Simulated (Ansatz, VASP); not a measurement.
GePt in VASP and in Ansatz

File INCAR:

```
PREC = Accurate
ENCUT = 600
EDIFF = 1E-6
ISMEAR = 0
SIGMA = 0.05
LREAL = F
LASPH = T
NELM = 100
ALGO = Normal
ISIF = 3
LWAVE = F
LCHARG = F
GGA = PE
IBRION = 2
NSW = 80
EDIFFG = -0.03
```

File KPOINTS:

```
Automatic mesh
0
Gamma
  4 6 4
```

POSCAR

```
GePt
1.0
    5.7190000000      0.0000000000      0.0000000000
    0.0000000000      3.6970000000      0.0000000000
    0.0000000000      0.0000000000      6.0840000000
Ge Pt
4 4
Direct
    0.1850000000      0.2500000000      0.5900000000
    0.3150000000      0.7500000000      0.0900000000
    0.6850000000      0.2500000000      0.9100000000
    0.8150000000      0.7500000000      0.4100000000
    0.9995000000      0.2500000000      0.1908000000
    0.5005000000      0.7500000000      0.6908000000
    0.4995000000      0.2500000000      0.3092000000
    0.0005000000      0.7500000000      0.8092000000
```

Input for Ansatz:

```yaml
crystal:
  lattice:
    - [5.719, 0.0, 0.0]
    - [0.0, 3.697, 0.0]
    - [0.0, 0.0, 6.084]
  atoms:
    - { symbol: Ge, position: [0.185, 0.25, 0.59] }
    - { symbol: Ge, position: [0.315, 0.75, 0.09] }
    - { symbol: Ge, position: [0.685, 0.25, 0.91] }
    - { symbol: Ge, position: [0.815, 0.75, 0.41] }
    - { symbol: Pt, position: [0.9995, 0.25, 0.1908] }
    - { symbol: Pt, position: [0.5005, 0.75, 0.6908] }
    - { symbol: Pt, position: [0.4995, 0.25, 0.3092] }
    - { symbol: Pt, position: [0.0005, 0.75, 0.8092] }
basis:
  ecutwfc: 420
  ecutrho_ratio: 4
kpoints:
  mp_grid: { grid: [4, 6, 4] }
hamiltonian:
  xc: pbe
scf:
  occupations: { method: gaussian, width: 0.05 }
output:
  forces: true
  stress: true
  eigenvalues: true
relax:
  f_tol: 0.03
  max_steps: 60
  cell: { stress_tol: 0.3 }
```

Alike in both runs: task relaxation of cell and atoms; functional PBE; k mesh 4 × 6 × 4; occupations gaussian, width 0.05 eV; no spin polarisation.

|  | VASP | Ansatz |
| --- | --- | --- |
| version | VASP 6.6.1 | Ansatz 0.2.0 |
| potentials or method | VASP PAW PBE potentials, release 64 (Ge_d, Pt) | scalar-relativistic, plane waves, PAW |
| plane-wave cutoff (eV) | 600 | 420 |
| valence electrons in the cell | 96 | 128 |

Ansatz gave:

| Quantity | Value |
| --- | --- |
| gap on the k mesh at the Fermi level, each at its own relaxed structure (eV) | none |
| relaxed volume (Å³/atom) | 16.85 |
| relaxed cell length with the largest relative difference (Å) | 3.740 |
| energy change over the relaxation (meV/atom) | -19 |

**Question.** Estimate VASP's values.

**Answer.** gap on the k mesh at the Fermi level, each at its own relaxed structure (eV): none; relaxed volume (Å³/atom): 16.85; relaxed cell length with the largest relative difference (Å): 3.758; energy change over the relaxation (meV/atom): -19.

A gap of «none» marks a metal or a gap that the smearing closes. The two sets of potentials don't hold the same shells in valence.

The runs have no spin-orbit coupling, so splittings on Pt are missing. Zero-point motion and thermal expansion aren't in these numbers. PBE usually gives volumes a little too large and moduli too small.
